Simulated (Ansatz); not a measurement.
The system is TePb.

```
CELL_PARAMETERS angstrom
4.00229 0.00000 0.00000
0.00000 4.00229 0.00000
0.00000 0.00000 4.00229
ATOMIC_POSITIONS crystal
Pb 0.00000 0.00000 0.00000
Te 0.50000 0.50000 0.50000
```

Measurements of this composition are mostly on another form, of space group No. 225.

```yaml
Program: Ansatz 0.2.0
Task: relaxation of cell and atoms
Functional: PBEsol
Potentials_or_basis: all-electron LAPW, scalar-relativistic
Basis_error_allowed: 0.001 eV/atom
k_mesh: 7 × 7 × 7
Occupations: fermi-dirac, width 0.05 eV
Spin: no spin polarisation
```

At the start: volume 32.05 Å³/atom.

Question: Where does the relaxation end?

Answer: Over 3 steps the energy falls by 18.0 meV/atom and the volume is 29.99 Å³/atom (-6.5 %); space group Pm-3m (No. 221, to 0.05 Å).

Step by step:
```csv
step,energy change (eV),largest force (eV/Å),volume (Å³)
1,0.0000,0.0000,64.11
2,-0.0361,0.0000,59.97
3,-0.0361,0.0000,59.97
```

Final structure:
```
Pb Te
1.0
     3.91424    0.00000    0.00000
     0.00000    3.91424    0.00000
     0.00000    0.00000    3.91424
Pb Te
1 1
Direct
  0.00000 0.00000 0.00000
  0.50000 0.50000 0.50000
```
